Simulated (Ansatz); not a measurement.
# Ni: the cost of one run

Method: DFT PBE+D3(BJ), scalar-relativistic, plane waves, PAW, in Ansatz 0.2.0.

### Step 1. The system as given

Symmetry: P-3m1, No. 164, trigonal system. Conventional cell: a = 2.492 Å, b = 2.492 Å, c = 26.104 Å, α = 90.00°, β = 90.00°, γ = 120.00°. Around Ni (site symmetry 3m) lie 9 Ni at 2.49 Å. Ni (site symmetry 3m) is surrounded by 12 Ni at 2.49 Å.

As a file:

```cif
data_structure
_symmetry_space_group_name_H-M 'P 1'
_symmetry_Int_Tables_number 1
_cell_length_a 4.9837
_cell_length_b 4.9837
_cell_length_c 26.1037
_cell_angle_alpha 90.000
_cell_angle_beta 90.000
_cell_angle_gamma 60.000
_cell_volume 561.48
loop_
_atom_site_label
_atom_site_type_symbol
_atom_site_fract_x
_atom_site_fract_y
_atom_site_fract_z
_atom_site_occupancy
Ni1 Ni 0.00000 0.00000 0.38309 1
Ni2 Ni 0.50000 0.00000 0.38309 1
Ni3 Ni 0.00000 0.50000 0.38309 1
Ni4 Ni 0.50000 0.50000 0.38309 1
Ni5 Ni 0.16667 0.16667 0.46103 1
Ni6 Ni 0.66667 0.16667 0.46103 1
Ni7 Ni 0.16667 0.66667 0.46103 1
Ni8 Ni 0.66667 0.66667 0.46103 1
Ni9 Ni 0.83333 0.33333 0.53897 1
Ni10 Ni 0.33333 0.33333 0.53897 1
Ni11 Ni 0.83333 0.83333 0.53897 1
Ni12 Ni 0.33333 0.83333 0.53897 1
Ni13 Ni 0.00000 0.00000 0.61691 1
Ni14 Ni 0.50000 0.00000 0.61691 1
Ni15 Ni 0.00000 0.50000 0.61691 1
Ni16 Ni 0.50000 0.50000 0.61691 1
```

### Step 2. Single point: Ni16 slab

A dipole layer in the vacuum cancels the field that periodic copies would set up if the slab's two faces differ.

input.yaml

```yaml
crystal:
  lattice:
    - [4.9836885938, 0.0, 0.0]
    - [2.4918442969, 4.3160009268, 0.0]
    - [0.0, 0.0, 26.1037470459]
  atoms:
    - { symbol: Ni, position: [0.0, 0.0, 0.3830867646], spin: 0.6 }
    - { symbol: Ni, position: [0.5, 0.0, 0.3830867646], spin: 0.6 }
    - { symbol: Ni, position: [0.0, 0.5, 0.3830867646], spin: 0.6 }
    - { symbol: Ni, position: [0.5, 0.5, 0.3830867646], spin: 0.6 }
    - { symbol: Ni, position: [0.1666666667, 0.1666666667, 0.4610289215], spin: 0.6 }
    - { symbol: Ni, position: [0.6666666667, 0.1666666667, 0.4610289215], spin: 0.6 }
    - { symbol: Ni, position: [0.1666666667, 0.6666666667, 0.4610289215], spin: 0.6 }
    - { symbol: Ni, position: [0.6666666667, 0.6666666667, 0.4610289215], spin: 0.6 }
    - { symbol: Ni, position: [-0.1666666667, 0.3333333333, 0.5389710785], spin: 0.6 }
    - { symbol: Ni, position: [0.3333333333, 0.3333333333, 0.5389710785], spin: 0.6 }
    - { symbol: Ni, position: [-0.1666666667, 0.8333333333, 0.5389710785], spin: 0.6 }
    - { symbol: Ni, position: [0.3333333333, 0.8333333333, 0.5389710785], spin: 0.6 }
    - { symbol: Ni, position: [0.0, 0.0, 0.6169132354], spin: 0.6 }
    - { symbol: Ni, position: [0.5, 0.0, 0.6169132354], spin: 0.6 }
    - { symbol: Ni, position: [0.0, 0.5, 0.6169132354], spin: 0.6 }
    - { symbol: Ni, position: [0.5, 0.5, 0.6169132354], spin: 0.6 }
magnetization:
  spin_polarized: true
scf:
  occupations: { method: gaussian, width: 0.1 }
output:
  forces: true
  populations: true
hamiltonian:
  xc: pbe
  dispersion: d3bj
kpoints:
  mp_grid: { grid: [6, 6, 1] }
efield:
  axis: 3
  dipole_correction: true
```

Command:

```sh
$ ansatz run input.yaml --threads 8 --pin off --max-ram 15360MiB --backend cpu --events-out ev --progress --plain --runs-dir out
```

Q: Estimate wall time and peak memory on 8 threads of AMD EPYC 9R45 (Zen 5), shared host.

About 14 s, with a peak of 4 GiB.
